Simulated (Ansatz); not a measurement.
The following input was run with Ansatz 0.2.0.

```yaml
crystal:
  lattice:
    - [3.7846273344, 0.0, 0.0]
    - [-1.8923136672, 3.2775834155, 0.0]
    - [0.0, 0.0, 5.59998936]
  atoms:
    - { symbol: Pt, position: [0.0, 0.0, 0.0] }
    - { symbol: Se, position: [0.3333333333, 0.6666666667, 0.2258051191] }
    - { symbol: Se, position: [0.6666666667, 0.3333333333, 0.7741948809] }
basis:
  ecutwfc: 420
kpoints:
  mp_grid: { grid: [15, 15, 8] }
hamiltonian:
  xc: pbesol
scf:
  occupations: { method: gaussian, width: 0.1 }
output:
  forces: true
  stress: true
  eigenvalues: true
```

It can be run as
```bash
ansatz run input.yaml --threads 1 --pin off --backend cpu --events-out ev --progress --plain --runs-dir out  # memory cap (--max-ram) not shown
```

Method: DFT PBEsol, scalar-relativistic, plane waves, PAW (Ansatz 0.2.0).

Part of what the program printed, abridged (final results; tables in files aren't shown):

```
SCF 1 converged in 7 iterations: F = -23233.385504 eV  dr2 = 1.35e-8
SCF converged after 7 iterations
Free energy (F): -23233.385504 eV
Harris-Foulkes:  -23233.385504 eV  (|F-HF|=1.78e-8)
Internal energy: -23233.384955 eV  (E = F + TS)
E sigma→0 (E₀):  -23233.385229 eV
Entropy (-TS):   -0.000549 eV (-0.183 meV/atom)
Fermi energy:    10.706105 eV
--- Per-component energies (eV) ---
  E_band       = -1073.890091
  E_kinetic    = 872.306496
  E_local      = -7756.506840  (includes V_loc(G=0)·N_el)
  E_nonlocal   = -981.165411
  E_hartree    = 3573.531985
  E_xc         = -465.953936
  E_vxc        = -497.233786  (∫ρ·V_xc dr)
  E_paw        = -13053.395630  (= ΣΔE_a)
  E_vpaw       = 141.646249  (= ΣTr[D̂ρ^β])
  E_aug_tail   = -0.000996  (compensation charges beyond the density's cutoff)
  E_ewald      = -5424.504505
  E_core_change = 2.303882  (= ΣΔE_core)
  E_smearing   = -0.000549  (= −TS)
--- Forces (eV/Å), atoms counted from 1 ---
  atom   1  Pt     0.00000000     0.00000000     0.00000000
  atom   2  Se     0.00000000     0.00000000    -0.08469599
  atom   3  Se     0.00000000     0.00000000     0.08469599
--- Stress (GPa, compression-positive) ---
       -3.851473       0.000000       0.000000
        0.000000      -3.851473       0.000000
        0.000000       0.000000      -1.779815
  P = ⅓ Tr σ = -3.1609 GPa (-31.609 kbar)
--- Band table (eV; the first three rows and the last of 192) ---
  k-point 0: bands = ["-88.6348", "-42.8408", "-42.8408", "-42.7224", "-37.6093", "-37.6093", "-37.6076", "-37.6076", "-37.5794", "-37.5794", "-37.5761", "-37.5761", "-37.5662", "-37.5659", "-4.3375", "-2.1082", "4.3417", "4.6172", "4.6172", "6.9944", "6.9944", "8.4422", "9.7449", "9.7449", "10.5858", "12.5487", "12.5487", "14.3939", "14.8374", "18.0157"]
  k-point 1: bands = ["-88.6348", "-42.8408", "-42.8408", "-42.7224", "-37.6093", "-37.6093", "-37.6076", "-37.6076", "-37.5794", "-37.5794", "-37.5761", "-37.5761", "-37.5662", "-37.5659", "-4.3109", "-2.1685", "4.4639", "4.6196", "4.6196", "6.9930", "6.9930", "8.4375", "9.7208", "9.7208", "10.3158", "12.5964", "12.5964", "14.6285", "14.9587", "17.9763"]
  k-point 2: bands = ["-88.6348", "-42.8408", "-42.8408", "-42.7224", "-37.6093", "-37.6093", "-37.6076", "-37.6076", "-37.5793", "-37.5793", "-37.5762", "-37.5762", "-37.5662", "-37.5659", "-4.2415", "-2.3164", "4.6255", "4.6255", "4.7809", "6.9895", "6.9895", "8.4172", "9.6646", "9.6646", "9.7327", "12.7123", "12.7123", "14.9775", "15.4295", "17.8762"]
  k-point 191: bands = ["-88.6346", "-42.8465", "-42.8465", "-42.7218", "-37.6090", "-37.6086", "-37.6086", "-37.6074", "-37.5795", "-37.5775", "-37.5775", "-37.5767", "-37.5658", "-37.5658", "-2.5918", "-2.5918", "4.5917", "4.8457", "4.8457", "6.4459", "6.4459", "7.3028", "7.3168", "8.5843", "8.5843", "12.2632", "12.2632", "16.7706", "17.6037", "17.6037"]
```

Self-consistency was reached.

Spin–orbit coupling is left out, which can shift energies with elements as heavy as these. The cell holds layers, and where no dispersion correction was added their binding is poorly described.